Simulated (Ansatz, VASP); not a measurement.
## PbS: VASP beside Ansatz

```xyz
4
Lattice="2.9811 -2.9818 -0.0003 2.9811 2.9818 -0.0003 -1.0962 0.0000 11.6553" Properties=species:S:1:pos:R:3 pbc="T T T"
Pb    3.9249    0.0000    7.2598
Pb    0.9411    0.0000    4.3949
S     0.9424    0.0000    7.0529
S     3.9236    0.0000    4.6018
```

Alike in both runs: functional r2SCAN; k mesh 6 × 6 × 4; occupations fermi-dirac, width 0.02 eV; no spin polarisation.

Ansatz relaxed the structure, and its values are those at the end. VASP's run is a single point on that final structure, the one shown.

|  | VASP | Ansatz |
| --- | --- | --- |
| version | VASP 6.6.1 | Ansatz 0.2.0 |
| potentials or method | VASP PAW PBE potentials, release 64 (Pb_d, S) | PAW plane waves |
| plane-wave cutoff (eV) | 520 | 500 |
| valence electrons in the cell | 40 | 40 |

|  | VASP | Ansatz | Ansatz less VASP |
| --- | --- | --- | --- |
| gap on the k mesh at the Fermi level (eV) | 2.33 | 2.33 | 0.000 |
| rms of the force components (eV/Å) | 0.006 | 0.004 | -0.0021 |

The functional is the same, so the differences come from potentials, cutoffs and numerics.

Caveats: the PAW data sets were made with another functional, which shifts forces and pressure a little (VASP); spin-orbit coupling is left out, which as a rule narrows the gap of such compounds by several tenths of an eV.
